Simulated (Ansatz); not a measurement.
# MnO: levels along high-symmetry lines

```
CELL_PARAMETERS angstrom
0.00000 2.40015 2.40015
2.40015 0.00000 2.40015
2.40015 2.40015 0.00000
ATOMIC_POSITIONS crystal
Mn 0.00000 0.00000 0.00000
O 0.25000 0.25000 0.25000
```

Atom numbers follow the list: Mn1, O2.

The conventional cell has a = 4.800 Å, b = 4.800 Å, c = 4.800 Å, α = 90.00°, β = 90.00°, γ = 90.00°. Mn (atom 1) has 4 O at 2.08 Å as nearest neighbours. O (atom 2) has 4 Mn at 2.08 Å as nearest neighbours.

The structure comes from a relaxation in the same program, started in the zincblende type, and has space group F-43m. Whether it is a known phase or the ground state wasn't checked.

Semilocal functionals without U often leave such compounds metallic or with too small a gap, and the real magnetic order may differ.

Other magnetic orders may lie lower; this is the state that the run reached.

These are results of DFT, PBE, all-electron LAPW, scalar-relativistic (Ansatz 0.2.0), not measurements.

The runs use a Γ-centred 14×14×14 k mesh, Fermi–Dirac smearing of 0.05 eV, basis error target 0.5 meV/atom, spin-polarised from start moments Mn1 4 μB, ending with a cell moment of 5.00 μB.

Points in fractions of the reciprocal vectors of this cell: Γ (0, 0, 0), X (-0.5, -0.5, 0), U (-0.375, -0.375, 0.25), K (-0.375, 0, 0.375), L (0, 0, 0.5), W (-0.5, -0.25, 0.25). The path joins them by straight lines in the order Γ–X–U–K–Γ–L–W–X; legs that retrace an earlier one aren't tabulated. Energies are in eV from the Fermi level.

Task: Metal or insulator at this level of theory?

Result: No gap opens: metallic or semimetallic.

Task: Tabulate bands 10 to 16 of the spin-up channel, counted from the lowest band of the run, along the path.

Result: 
```json
{"k (1/Å)": "0.00", "point": "Γ", "band 10": "-2.78", "band 11": "-2.78", "band 12": "-1.49", "band 13": "0.01", "band 14": "0.01", "band 15": "0.01", "band 16": "11.92"}
{"k (1/Å)": "0.33", "point": "", "band 10": "-2.90", "band 11": "-2.74", "band 12": "-0.97", "band 13": "-0.21", "band 14": "-0.21", "band 15": "0.11", "band 16": "11.07"}
{"k (1/Å)": "0.65", "point": "", "band 10": "-3.15", "band 11": "-2.63", "band 12": "-0.95", "band 13": "-0.78", "band 14": "-0.78", "band 15": "1.28", "band 16": "9.81"}
{"k (1/Å)": "0.98", "point": "", "band 10": "-3.31", "band 11": "-2.52", "band 12": "-1.63", "band 13": "-1.46", "band 14": "-1.46", "band 15": "2.89", "band 16": "8.38"}
{"k (1/Å)": "1.31", "point": "X", "band 10": "-3.28", "band 11": "-2.47", "band 12": "-2.08", "band 13": "-1.79", "band 14": "-1.79", "band 15": "3.68", "band 16": "7.70"}
{"k (1/Å)": "1.42", "point": "", "band 10": "-3.29", "band 11": "-2.49", "band 12": "-2.18", "band 13": "-1.76", "band 14": "-1.73", "band 15": "3.78", "band 16": "7.70"}
{"k (1/Å)": "1.54", "point": "", "band 10": "-3.30", "band 11": "-2.52", "band 12": "-2.33", "band 13": "-1.67", "band 14": "-1.67", "band 15": "4.04", "band 16": "7.71"}
{"k (1/Å)": "1.66", "point": "", "band 10": "-3.34", "band 11": "-2.58", "band 12": "-2.38", "band 13": "-1.67", "band 14": "-1.54", "band 15": "4.41", "band 16": "7.69"}
{"k (1/Å)": "1.77", "point": "U", "band 10": "-3.36", "band 11": "-2.64", "band 12": "-2.33", "band 13": "-1.72", "band 14": "-1.37", "band 15": "4.84", "band 16": "7.24"}
{"k (1/Å)": "1.97", "point": "", "band 10": "-3.30", "band 11": "-2.69", "band 12": "-2.31", "band 13": "-1.85", "band 14": "-1.22", "band 15": "5.11", "band 16": "6.91"}
{"k (1/Å)": "2.17", "point": "", "band 10": "-3.23", "band 11": "-2.73", "band 12": "-2.34", "band 13": "-1.92", "band 14": "-1.15", "band 15": "5.28", "band 16": "6.77"}
{"k (1/Å)": "2.37", "point": "", "band 10": "-3.30", "band 11": "-2.69", "band 12": "-2.31", "band 13": "-1.85", "band 14": "-1.22", "band 15": "5.11", "band 16": "6.91"}
{"k (1/Å)": "2.57", "point": "K", "band 10": "-3.36", "band 11": "-2.64", "band 12": "-2.33", "band 13": "-1.72", "band 14": "-1.37", "band 15": "4.84", "band 16": "7.24"}
{"k (1/Å)": "2.92", "point": "", "band 10": "-2.86", "band 11": "-2.84", "band 12": "-2.01", "band 13": "-1.83", "band 14": "-0.81", "band 15": "4.34", "band 16": "6.81"}
{"k (1/Å)": "3.27", "point": "", "band 10": "-2.93", "band 11": "-2.66", "band 12": "-1.40", "band 13": "-1.19", "band 14": "-0.33", "band 15": "1.89", "band 16": "8.64"}
{"k (1/Å)": "3.61", "point": "", "band 10": "-2.86", "band 11": "-2.77", "band 12": "-1.03", "band 13": "-0.30", "band 14": "-0.07", "band 15": "0.15", "band 16": "10.40"}
{"k (1/Å)": "3.96", "point": "Γ", "band 10": "-2.78", "band 11": "-2.78", "band 12": "-1.49", "band 13": "0.01", "band 14": "0.01", "band 15": "0.01", "band 16": "11.92"}
{"k (1/Å)": "4.24", "point": "", "band 10": "-2.80", "band 11": "-2.80", "band 12": "-1.13", "band 13": "-0.08", "band 14": "-0.08", "band 15": "-0.02", "band 16": "10.52"}
{"k (1/Å)": "4.53", "point": "", "band 10": "-2.80", "band 11": "-2.80", "band 12": "-1.42", "band 13": "-0.32", "band 14": "-0.32", "band 15": "0.99", "band 16": "8.23"}
{"k (1/Å)": "4.81", "point": "", "band 10": "-2.70", "band 11": "-2.70", "band 12": "-2.17", "band 13": "-0.64", "band 14": "-0.64", "band 15": "2.63", "band 16": "6.29"}
{"k (1/Å)": "5.10", "point": "L", "band 10": "-2.61", "band 11": "-2.61", "band 12": "-2.53", "band 13": "-0.82", "band 14": "-0.82", "band 15": "3.82", "band 16": "5.10"}
{"k (1/Å)": "5.33", "point": "", "band 10": "-2.70", "band 11": "-2.63", "band 12": "-2.50", "band 13": "-1.03", "band 14": "-0.87", "band 15": "4.25", "band 16": "5.14"}
{"k (1/Å)": "5.56", "point": "", "band 10": "-2.97", "band 11": "-2.66", "band 12": "-2.41", "band 13": "-1.48", "band 14": "-1.01", "band 15": "5.14", "band 16": "5.43"}
{"k (1/Å)": "5.79", "point": "", "band 10": "-3.23", "band 11": "-2.73", "band 12": "-2.34", "band 13": "-1.92", "band 14": "-1.15", "band 15": "5.28", "band 16": "6.77"}
{"k (1/Å)": "6.02", "point": "W", "band 10": "-3.29", "band 11": "-2.82", "band 12": "-2.35", "band 13": "-2.05", "band 14": "-1.20", "band 15": "5.31", "band 16": "7.81"}
{"k (1/Å)": "6.18", "point": "", "band 10": "-3.29", "band 11": "-2.77", "band 12": "-2.35", "band 13": "-2.02", "band 14": "-1.25", "band 15": "4.98", "band 16": "7.77"}
{"k (1/Å)": "6.35", "point": "", "band 10": "-3.29", "band 11": "-2.64", "band 12": "-2.33", "band 13": "-1.93", "band 14": "-1.40", "band 15": "4.37", "band 16": "7.73"}
{"k (1/Å)": "6.51", "point": "", "band 10": "-3.28", "band 11": "-2.51", "band 12": "-2.23", "band 13": "-1.83", "band 14": "-1.62", "band 15": "3.87", "band 16": "7.70"}
{"k (1/Å)": "6.68", "point": "X", "band 10": "-3.28", "band 11": "-2.47", "band 12": "-2.08", "band 13": "-1.79", "band 14": "-1.79", "band 15": "3.68", "band 16": "7.70"}
```
